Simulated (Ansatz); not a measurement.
## What DFT gives for Se

```xyz
6
Lattice="5.6997 3.2908 1.4912 -5.6997 3.2908 1.4912 0.0000 -6.5815 1.4912" Properties=species:S:1:pos:R:3 pbc="T T T"
Se    1.3309    1.4562    1.7626
Se   -1.9265    0.4245    1.7626
Se    0.5956   -1.8807    1.7626
Se   -1.3309   -1.4562    2.7110
Se    1.9265   -0.4245    2.7110
Se   -0.5956    1.8807    2.7110
```

Method: PBE, no spin polarisation; PAW, plane waves to 420 eV, 6×6×6 Γ-centred mesh, fermi-dirac occupations (width 0.1 eV) (Ansatz 0.2.0), atoms fixed.

- Forces: The largest is on Se3 (and as large on other atoms): 3.92 eV/Å, components (0.89, -2.76, -2.64). It makes 128° with the line to a nearest neighbour, Se5 at 2.19 Å.
- Stress: The pressure is 14.3 GPa (compression positive), so with the atoms held at these fractions the cell would first expand; the forces are large, so a full relaxation may end otherwise. The principal stresses 8.5, 17.1, 17.1 GPa differ, so its shape would change too.
- Contacts: Se–Se at 2.19 Å: least valence density 0.90 e/Å³ and ELF 0.74 there, a shared, covalent-like contact. Both are smooth PAW fields, read partly inside the augmentation spheres.
- Band edges: Within 0.7 eV of the edges, the states project mainly on Se p (94 %) below the gap and on Se p (80 %) and Se s (13 %) above it.
- Electronic structure: The gap is 1.64 eV, indirect (the least direct gap found is 1.80 eV). A semilocal functional usually gives too small a gap.

Origin: a known structure type with other elements, at an estimated volume, so it need not be a known compound. Caveats: atoms or cell far from equilibrium.
